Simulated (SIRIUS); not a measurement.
# Au (Fm-3m) in SIRIUS: further runs, part 3 of 3

SIRIUS 7.12.0.

## 8. Equation of state, PBE, 17.87 Å³/atom (volume scaled by 1.06)

sirius.json reads:

```json
{
  "control": {
    "processing_unit": "cpu",
    "std_evp_solver_name": "lapack",
    "gen_evp_solver_name": "lapack",
    "verbosity": 2,
    "print_forces": false,
    "ortho_rf": true,
    "use_second_variation": true,
    "rmt_max": 3.0,
    "num_bands_to_print": 24,
    "save_wf": true
  },
  "parameters": {
    "electronic_structure_method": "full_potential_lapwlo",
    "xc_functionals": ["XC_GGA_X_PBE", "XC_GGA_C_PBE"],
    "core_relativity": "dirac",
    "valence_relativity": "iora",
    "num_fv_states": 25,
    "smearing": "fermi_dirac",
    "smearing_width": 0.0018374661,
    "pw_cutoff": 20,
    "gk_cutoff": 3.51,
    "lmax_apw": 11,
    "lmax_rho": 8,
    "lmax_pot": 8,
    "num_mag_dims": 0,
    "auto_rmt": 0,
    "ngridk": [11, 11, 11],
    "shiftk": [0, 0, 0],
    "num_dft_iter": 80,
    "energy_tol": 1e-07,
    "density_tol": 1e-05,
    "use_symmetry": true
  },
  "settings": {"tol_ne": 1e-10},
  "iterative_solver": {"type": "exact"},
  "mixer": {"type": "anderson", "beta": 0.5, "max_history": 8},
  "unit_cell": {
    "lattice_vectors": [[0.0, 3.9210155896, 3.9210155896], [3.9210155896, 0.0, 3.9210155896], [3.9210155896, 3.9210155896, 0.0]],
    "atom_types": ["Au"],
    "atom_files": {"Au": "Au.json"},
    "atoms": {"Au": [[0.0, 0.0, 0.0]]}
  }
}
```

Au.json reads:

```json
{
  "name": "gold",
  "symbol": "Au",
  "number": 79,
  "mass": 196.966569,
  "rmin": 1e-06,
  "rmt": 2.62,
  "nrmt": 800,
  "rinf": 13.44,
  "core": "1s2s2p3s3p3d4s4p4d",
  "valence": [
    {"basis": [{"enu": 0.1, "dme": 0, "n": 0, "auto": 0}, {"enu": 0.1, "dme": 1, "n": 0, "auto": 0}]},
    {"l": 0, "n": 1, "basis": [{"enu": 0.2, "dme": 0, "n": 0, "auto": 0}]},
    {"l": 1, "n": 2, "basis": [{"enu": 0.2, "dme": 0, "n": 0, "auto": 0}]},
    {"l": 2, "n": 3, "basis": [{"enu": 0.2, "dme": 0, "n": 0, "auto": 0}]},
    {"l": 3, "n": 4, "basis": [{"enu": 0.2, "dme": 0, "n": 0, "auto": 0}]},
    {"l": 4, "n": 5, "basis": [{"enu": 0.2, "dme": 0, "n": 0, "auto": 0}]}
  ],
  "lo": [
    {"l": 0, "basis": [{"enu": 0.2, "dme": 0, "n": 0, "auto": 0}, {"enu": 0.2, "dme": 1, "n": 0, "auto": 0}]},
    {
      "l": 0,
      "basis": [{"enu": -3.5544, "dme": 0, "n": 5, "auto": 1}, {"enu": -3.5544, "dme": 1, "n": 5, "auto": 1}]
    },
    {"l": 0, "basis": [{"enu": -3.5544, "dme": 1, "n": 5, "auto": 1}, {"enu": 0.2, "dme": 0, "n": 0, "auto": 0}]},
    {"l": 0, "basis": [{"enu": 0.2, "dme": 0, "n": 0, "auto": 0}, {"enu": 2.5309, "dme": 0, "n": 0, "auto": 0}]},
    {"l": 1, "basis": [{"enu": 0.2, "dme": 0, "n": 0, "auto": 0}, {"enu": 0.2, "dme": 1, "n": 0, "auto": 0}]},
    {
      "l": 1,
      "basis": [{"enu": -1.7779, "dme": 0, "n": 5, "auto": 1}, {"enu": -1.7779, "dme": 1, "n": 5, "auto": 1}]
    },
    {"l": 1, "basis": [{"enu": -1.7779, "dme": 1, "n": 5, "auto": 1}, {"enu": 0.2, "dme": 0, "n": 0, "auto": 0}]},
    {"l": 1, "basis": [{"enu": 0.2, "dme": 0, "n": 0, "auto": 0}, {"enu": 2.8805, "dme": 0, "n": 0, "auto": 0}]},
    {"l": 2, "basis": [{"enu": 0.2, "dme": 0, "n": 0, "auto": 0}, {"enu": 0.2, "dme": 1, "n": 0, "auto": 0}]},
    {"l": 2, "basis": [{"enu": 0.2, "dme": 1, "n": 0, "auto": 0}, {"enu": 0.2, "dme": 2, "n": 0, "auto": 0}]},
    {"l": 2, "basis": [{"enu": 0.2, "dme": 0, "n": 0, "auto": 0}, {"enu": 2.4726, "dme": 0, "n": 0, "auto": 0}]},
    {"l": 3, "basis": [{"enu": 0.2, "dme": 0, "n": 0, "auto": 0}, {"enu": 0.2, "dme": 1, "n": 0, "auto": 0}]},
    {
      "l": 3,
      "basis": [{"enu": -2.5891, "dme": 0, "n": 4, "auto": 1}, {"enu": -2.5891, "dme": 1, "n": 4, "auto": 1}]
    },
    {"l": 3, "basis": [{"enu": -2.5891, "dme": 1, "n": 4, "auto": 1}, {"enu": 0.2, "dme": 0, "n": 0, "auto": 0}]},
    {"l": 3, "basis": [{"enu": 0.2, "dme": 0, "n": 0, "auto": 0}, {"enu": 3.5798, "dme": 0, "n": 0, "auto": 0}]},
    {"l": 4, "basis": [{"enu": 0.2, "dme": 0, "n": 0, "auto": 0}, {"enu": 0.2, "dme": 1, "n": 0, "auto": 0}]},
    {"l": 4, "basis": [{"enu": 0.2, "dme": 0, "n": 0, "auto": 0}, {"enu": 2.997, "dme": 0, "n": 0, "auto": 0}]}
  ],
  "free_atom": [... radial grid and density of the free atom, the start of the SCF ...]
}
```

sirius_start.json reads:

```json
{
  "control": {
    "processing_unit": "cpu",
    "std_evp_solver_name": "lapack",
    "gen_evp_solver_name": "lapack",
    "verbosity": 1,
    "print_forces": false,
    "ortho_rf": true,
    "use_second_variation": true,
    "rmt_max": 3.0,
    "num_bands_to_print": 24,
    "save_wf": false
  },
  "parameters": {
    "electronic_structure_method": "full_potential_lapwlo",
    "xc_functionals": ["XC_LDA_X", "XC_LDA_C_PW"],
    "core_relativity": "dirac",
    "valence_relativity": "iora",
    "num_fv_states": 25,
    "smearing": "fermi_dirac",
    "smearing_width": 0.0055123983,
    "pw_cutoff": 20,
    "gk_cutoff": 2.81,
    "lmax_apw": 11,
    "lmax_rho": 8,
    "lmax_pot": 8,
    "num_mag_dims": 0,
    "auto_rmt": 0,
    "ngridk": [4, 4, 4],
    "shiftk": [0, 0, 0],
    "num_dft_iter": 30,
    "energy_tol": 0.01,
    "density_tol": 0.05,
    "use_symmetry": true
  },
  "settings": {"tol_ne": 1e-10},
  "iterative_solver": {"type": "exact"},
  "mixer": {"type": "anderson", "beta": 0.5, "max_history": 8},
  "unit_cell": {
    "lattice_vectors": [[0.0, 3.9210155896, 3.9210155896], [3.9210155896, 0.0, 3.9210155896], [3.9210155896, 3.9210155896, 0.0]],
    "atom_types": ["Au"],
    "atom_files": {"Au": "Au.json"},
    "atoms": {"Au": [[0.0, 0.0, 0.0]]}
  }
}
```

Command:

```sh
OMP_NUM_THREADS=1 sirius.scf --input=sirius_start.json --output=start.json
OMP_NUM_THREADS=1 sirius.scf --input=sirius.json --output=output.json --task=1
```

Run time: 58 s. Hardware: 1 thread of Arm Neoverse N1, shared host; peak memory 0.34 GiB.

Results (log left out):

* Free energy: -518320.2511 eV
* Band gap on the k mesh: none (metal or under the smearing width)
* All electrons inside the program's atomic spheres: Au 77.75 (radii Au 2.62 bohr)

## 9. Equation of state, PBE

Potentials or basis: all-electron FP-LAPW, apw+lo standard.

This step only gathers the single runs of the series.

Results:

| Property | Result |
| --- | --- |
| Equilibrium volume | 17.92 Å³/atom (rough: see the caveat) |
| Bulk modulus | 149 GPa (rough) |

Energy against volume, from the lowest point:
```
volume (Å³/atom)  energy (meV/atom)
          15.843             144.18
          16.181              96.86
          16.518              60.29
          16.855              33.38
          17.192              14.99
          17.529               4.01
          17.866               0.00
```

Caveat: the minimum lies outside the volumes run. The run has no spin-orbit coupling, so splittings on Au are missing.
